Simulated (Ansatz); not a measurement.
**Kick test of a cell of BaTe**

The cell was reached from a generator's guess, though it ends in a space group that the part of the Crystallography Open Database at hand lists for this formula.

The calculation used DFT PBE, scalar-relativistic, plane waves, PAW in Ansatz 0.2.0. Plane waves to 420 eV, a k mesh through Γ of 8×8×8 on the computed 2-atom cell and Gaussian smearing (0.02 eV); no spin polarisation.

The cell below (2 atoms, space group Fm-3m (No. 225)) is relaxed within its symmetry.

```xyz
2
Lattice="0.0000 3.5333 3.5333 3.5333 0.0000 3.5333 3.5333 3.5333 0.0000" Properties=species:S:1:pos:R:3 pbc="T T T"
Ba    3.5333    3.5333    3.5333
Te    0.0000    0.0000    0.0000
```

For the test a repeat of it with 4 atoms (edges 5.00, 5.00, 8.65 Å) was strained at random (σ = 1.5 % a component), the atoms were moved at random (σ = 0.15 Å), and all was relaxed again on a coarse 4×4×4 mesh (in the run’s order of axes) with 0.10 eV smearing, with no symmetry imposed.

These runs have no spin–orbit coupling, which can matter for Te.

Task: What happens?

Result: It returns, within 1 meV/atom of the unmoved cell on that mesh and with the same symmetry when read at 0.1 Å (R-3m at 0.01 Å, so small strains and shifts remain). No instability shows in this cell; modes of other wave vectors, which need another repeat, aren't tested.
